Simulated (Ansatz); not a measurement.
# MgI: the cost of one run

Program: Ansatz 0.2.0. Level of theory: DFT PBEsol, scalar-relativistic, plane waves, PAW. These are calculated values, not measurements.

2 further runs of the same task are left out: 2 set aside as unsound or not needed.

### 1 The structure to begin with

The structure is hexagonal, space group P6_3mc (No. 186). Conventional cell: a = 4.188 Å, b = 4.188 Å, c = 6.896 Å, α = 90.00°, β = 90.00°, γ = 120.00°. Cu (site symmetry 3m) has 4 I at 2.57 Å as nearest neighbours. I (site symmetry 3m) has 4 Cu at 2.57 Å as nearest neighbours.

As a file:

```cif
data_structure
_symmetry_space_group_name_H-M 'P 1'
_symmetry_Int_Tables_number 1
_cell_length_a 4.1880
_cell_length_b 4.1880
_cell_length_c 6.8957
_cell_angle_alpha 90.000
_cell_angle_beta 90.000
_cell_angle_gamma 120.000
_cell_volume 104.74
loop_
_atom_site_label
_atom_site_type_symbol
_atom_site_fract_x
_atom_site_fract_y
_atom_site_fract_z
_atom_site_occupancy
Cu1 Cu 0.66667 0.33333 0.87376 1
Cu2 Cu 0.33333 0.66667 0.37376 1
I1 I 0.66667 0.33333 0.50124 1
I2 I 0.33333 0.66667 0.00124 1
```

It goes back to an entry of the Materials Project, which need not be the stable form.

It is the result of an earlier relaxation at this level (volume 26.19 Å³/atom; gap on the mesh: 1.22 eV).

### 2 Swap Cu → Mg

MgI starts from the relaxed positions of CuI, with all lengths scaled by 1.022, a guess from tabulated radii.

### 3 Quick check of gap, pressure and forces (MgI)

Contents of input.yaml:

```yaml
crystal:
  lattice:
    - [4.2816311788, 0.0, 0.0]
    - [-2.1408155894, 3.7080013705, 0.0]
    - [0.0, 0.0, 7.0499808268]
  atoms:
    - { symbol: Mg, position: [0.6666666667, 0.3333333333, 0.8737575151] }
    - { symbol: Mg, position: [0.3333333333, 0.6666666667, 0.3737575151] }
    - { symbol: I, position: [0.6666666667, 0.3333333333, 0.5012424849] }
    - { symbol: I, position: [0.3333333333, 0.6666666667, 0.0012424849] }
basis:
  ecutwfc: 420
kpoints:
  mp_grid: { grid: [6, 6, 4] }
hamiltonian:
  xc: pbesol
scf:
  occupations: { method: gaussian, width: 0.1 }
output:
  forces: true
  stress: true
  eigenvalues: true
```

The run is started by

```sh
ansatz run input.yaml --threads 1 --pin off --max-ram 2560MiB --backend cpu --events-out ev --progress --plain --runs-dir out
```

What time and memory should one allow on 1 thread of Arm Neoverse V1, shared host?

About 7.7 s, with a peak of 0.33 GiB.
